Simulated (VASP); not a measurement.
Here is a VASP 6.6.1 calculation.

The input INCAR:

```
PREC = Accurate
ENCUT = 520
EDIFF = 1E-6
ISMEAR = -1
SIGMA = 0.05
LREAL = False
LASPH = True
NELM = 150
ALGO = Normal
ISIF = 2
LWAVE = False
LCHARG = True
ISPIN = 2
MAGMOM = 4 -4 0 0
LORBIT = 11
LMAXMIX = 4
GGA = PS
LELF = True
LVHAR = True
NBANDS = 31
```

The input KPOINTS:

```
Automatic mesh
0
Gamma
  9 9 9
```

File POSCAR:

```
MnS
1.0
   -1.8299960138     -1.0565486911      5.9418405554
    1.8299960138     -1.0565486911      5.9418405554
    0.0000000000      2.1130973824      5.9418405554
Mn S
2 2
Direct
    0.0000000000      0.0000000000      0.0000000000
    0.5000000000      0.5000000000      0.5000000000
    0.2500000000      0.2500000000      0.2500000000
    0.7500000000      0.7500000000      0.7500000000
```

Potentials or basis: VASP PAW PBE potentials, release 64 (Mn_pv, S).

The run is started by

```sh
$ cat potpaw_PBE.64/Mn_pv/POTCAR potpaw_PBE.64/S/POTCAR > POTCAR
$ mpirun -np 1 vasp_std > vasp.out
```

Task: What does it give for the site moments?

Result: Mn +4.15, -4.15; S +0.00 μB.

Task: Predict the band gap on the k mesh.

Result: 0.72 eV.

Stress tensor (GPa, compression positive):
```
-5.59  0.00  0.00
 0.00 -5.59  0.00
 0.00  0.00 -5.86
```

Caveat: the PAW data sets were made with another functional, which shifts forces and pressure a little; an odd mesh through Γ misses points on the zone boundary, where band edges often lie.
